In PbSe the gap between filled and empty levels depends on the direction of the electron wave by several electronvolts. It is about 6.5 eV at the centre of the Brillouin zone and only about 1.1 eV most of the way to the zone point L. Towards L, lead and selenium p orbitals push each other apart much less, and the filled 6s shell of lead pushes one selenium level upwards. Direct contact between lead atoms and mixing with the empty d orbitals of selenium probably lower the empty level further. Of the four points in the table, the one towards L has both the highest filled and the lowest empty level.

PbSe (Fm-3m, two-atom cell), calculated with exciting sodium: all-electron LAPW+lo, PBEsol, IORA* valence relativity, no spin-orbit coupling, collinear spins, 5×5×5 k mesh, rgkmax 9. Energies are relative to the highest filled level on the mesh. Points 1 to 4 are (0, 0, 0), (0.4, 0, 0), (0.4, 0.4, 0) and (0.6, 0.4, 0.2) in fractional reciprocal coordinates.

```
row  level point (row)  level under 4 (eV)  level under 3 (eV)  level under 2 (eV)  level under 1 (eV)  level over 1 (eV)  level over 2 (eV)  level spin
  1                  1              -5.953              -1.480              -1.480              -1.480              5.067              5.067          up
  2                  1              -5.953              -1.480              -1.480              -1.480              5.067              5.067        down
  3                  2              -8.196              -1.124              -1.124              -0.009              1.137              2.266          up
  4                  2              -8.196              -1.124              -1.124              -0.009              1.137              2.266        down
  5                  3              -7.161              -3.868              -2.738              -2.738              4.127              5.489          up
  6                  3              -7.161              -3.868              -2.738              -2.738              4.127              5.489        down
  7                  4              -7.752              -3.463              -3.433              -0.685              2.409              4.896          up
  8                  4              -7.752              -3.463              -3.433              -0.685              2.409              4.896        down
```

Point 1 is the centre Γ, where every cell of the crystal carries the same phase. Points 2, 3 and 4 lie 80 % of the way from Γ to the boundary points L, X and W. "Level under 1" is the highest filled level at a point, and "level over 1" the lowest empty one; their difference is the direct gap. Spin up and spin down agree throughout, as they should in a closed-shell solid, so the eight rows describe four distinct points.

The chemistry behind these levels is simple. Selenium takes up electrons from lead and fills its 4p shell, which gives the three highest filled levels. Below them lies the 6s shell of lead, which keeps its two electrons, the lone pair of divalent lead; this is "level under 4". The empty 6p shell of lead lies above the gap. These names follow from the electron count and the order of the atomic levels, and the degeneracies of the filled levels agree with them. For the empty levels the name is an assumption, since only two of them are listed at each point.

<b>Why direction matters</b>

Each selenium atom has six lead neighbours, two on each cubic axis. A wave travelling through the crystal gives the two neighbours on one axis the phases +θ and −θ relative to the atom between them. Whether their effects add or cancel depends on θ and on the shapes of the orbitals. Two levels that couple repel each other, so the upper one rises and the lower one sinks.

A p orbital has two lobes of opposite sign, while an s orbital has one sign all round. A selenium p orbital therefore meets the lead s orbitals on its two sides with opposite signs. If both neighbours have the same phase, as at Γ, the two contributions cancel. If the phases differ, they no longer do. For p orbitals on both atoms the rule is reversed: the two sides add at Γ and cancel when θ is 90°. The couplings along one axis thus vary as

lead s with selenium p: sin θ
lead p with selenium p: cos θ

At L, θ is 90° on all three axes. The p–p coupling between neighbours has vanished there and the s–p coupling is at its greatest. This exchange of one coupling for the other works on both edges of the gap, though on the empty side it isn't the whole story.

<b>One estimate in full</b>

The total strength with which lead 6s can couple to the three selenium p orbitals is measured by

S = sin²θx + sin²θy + sin²θz

where θx, θy and θz are the phases per contact along the three axes. At Γ all three are zero, so S = 0. At point 2 each is 80 % of 90°, which is 72°. Since sin² 72° = 0.905, S = 3 × 0.905 = 2.71, close to the greatest possible value of 3.

The same sum gives 1.25 towards W and 0.35 towards X. If this coupling matters, the lead 6s level should be pushed down most towards L, then towards W, then towards X, and least at Γ. The computed levels follow exactly this order. From Γ to point 2 the 6s level sinks by 2.2 eV. The sum contains geometry alone and no adjusted constant.

The sum gives the order but not the distances. The step from Γ to point 3 lowers the 6s level by 1.2 eV although S grows by only 0.35. Part of the reason is that the deeper 4s shell of selenium pushes lead 6s up, and does so most strongly at Γ, where all six neighbours act in phase. Leaving Γ removes most of that upward push as well. That effect alone would put the lowest 6s level towards W; the calculation has it 0.4 eV lower towards L, which is where the s–p coupling is strongest.

<b>Why the filled levels peak towards L</b>

What pushes lead 6s down must push a selenium p level up. At Γ the three selenium p levels coincide at −1.48 eV. Towards L the three axes are equivalent, and the lead s orbitals can couple with only one combination of the p orbitals, the one that points along the direction of the wave. The other two combinations remain untouched by lead 6s.

The table shows this division directly. At point 2 two of the levels still coincide, and they have risen by only 0.36 eV from Γ. The third stands alone, 1.1 eV above them, almost at the zero of energy. The pair serves as a built-in comparison: it undergoes the weakening of the p–p coupling but not the push from lead 6s. The distance of 1.1 eV isn't a pure measure of that push, because contacts between selenium atoms also act differently on the pair and on the single level.

The highest filled state near L is therefore not purely selenium. Energies and symmetry point to an antibonding mixture of selenium 4p with the lead lone pair. The direction of the push follows from the order of the levels: a filled metal s shell below the p levels pushes them up, whereas an empty one above them would push them down. This is the first thing to check when the argument is carried over to another crystal with the same structure.

<b>Why the empty level comes down</b>

The larger part of the narrowing, about 73 %, comes from the empty side. The lowest empty level falls by 3.9 eV between Γ and point 2. At Γ the lead p orbitals are pushed up by the filled selenium p orbitals below them. At point 2 this coupling has shrunk to cos 72°, or 31 % of its value at Γ, and the empty level is released.

The simple picture gets the direction right here, but it falls short on the size. Mere repulsion between two levels would move both by equal amounts, yet the filled pair rises by only 0.36 eV, while the second empty level, expected to belong to its partner pair, falls by 2.8 eV and the lowest one by still more. Some imbalance is normal, because overlap between orbitals raises an antibonding level more than it lowers its bonding partner. An imbalance as large as this nevertheless suggests that much of the fall has another source. Direct contact between the wide 6p orbitals of neighbouring lead atoms is a likely one. Coupling to selenium p alone would leave the three lead p levels nearly together at point 2, because all three axes carry the same phase. The table instead has the lowest empty level 1.1 eV below the next. Contact between lead atoms splits the levels in just this sense, by lowering the combination that points along the wave, though the energies alone don't prove that it is the cause. The empty d orbitals of selenium are a second likely source: like the s–p coupling, their coupling to lead p vanishes at Γ and grows towards L, and since they lie higher they push the lead p levels down. Selenium 4s works the other way and pushes the single level up.

<b>Towards W: one orbital behaves differently from the other two</b>

Towards W the three axes have different phases: 144°, 72° and 0°. The selenium p orbital on the 72° axis is in much the same position as the orbitals towards L. It couples weakly with lead p and strongly with lead s, so its level stays high, at −0.69 eV. The other two orbitals couple strongly with lead p and lie about 2.7 eV lower.

Those two levels are only 0.03 eV apart. The symmetry of the crystal makes them coincide at W itself, and at point 4 they are already close. One such orbital is enough to keep the filled edge high. Lead 6s pushes it through the contacts of one axis only, however, and not of three as towards L, which helps to explain why the edge lies lower than there. The lowest empty level also lies between its values towards L and at Γ, and so does the direct gap, at 3.1 eV.

<b>Towards X: both edges sink</b>

Point 3 breaks the pattern in which the two edges approach or separate. From Γ the highest filled level sinks by 1.3 eV, but the lowest empty level sinks too, by 0.9 eV. The direct gap consequently grows by only 0.3 eV.

The filled side follows from the shape of the p orbitals. Each selenium p orbital has two lead neighbours that its lobes face head-on and four that it meets side by side, and at Γ these two kinds of contact work against each other. Towards X the phase nearly reverses along one axis. For the p orbital on that axis the two kinds now work together, which gives the deepest of the three levels. For the other two orbitals the side-by-side contacts nearly cancel, and the strong head-on contacts are left to act almost alone. All three levels therefore lie below their value at Γ, two of them as a pair.

By the same argument the empty lead p levels should have risen, with a pair as the lowest. The calculation instead has a single level at the bottom, 1.4 eV below the next. The p–p picture fails for this level. The second empty level does lie 0.4 eV above its value at Γ, as the argument asks of lead p. The single level below it is expected to be a different state altogether. In rocksalt crystals a band built from the empty d orbitals of both atoms, with its lobes in the plane across the wave, drops steeply towards X, and on this line symmetry keeps it from mixing with p orbitals. The level energies alone don't prove this assignment; a projection on atomic orbitals would test it.

<b>What to do with these numbers</b>

The larger differences between directions, those of several electronvolts, can be relied on as a rough picture of the bands. The smallest gap, 1.14 eV, must not be used as the band gap of PbSe. The mesh stops short of L, where the real band edges lie, and the measured gap is several times smaller. A mesh centred on Γ with an even number of divisions contains L; alternatively, L can be added as a separate point.

Spin-orbit coupling has to be included as well. Lead is heavy, and the coupling splits its 6p levels and lowers the bottom of the empty band near L. It also splits the threefold filled level at Γ and the pair at point 2, which coincide here only because it was left out. With a semilocal functional such as the one used here, the gap at L can then come out close to zero or even with its two edges exchanged. Even a gap computed at L with spin-orbit coupling therefore needs a check against a higher level of theory or a measurement.

The small offset at the top of the filled band deserves the same caution. The zero of energy is the highest filled level on the whole mesh, and it lies 0.009 eV above the highest filled level at point 2. On so coarse a mesh this does not make PbSe an indirect semiconductor. It shows that the filled band reaches about the same height at another mesh point, farther from L, while L itself is not sampled. Whoever looks for the top of the filled band should therefore search the whole zone and not this line alone.
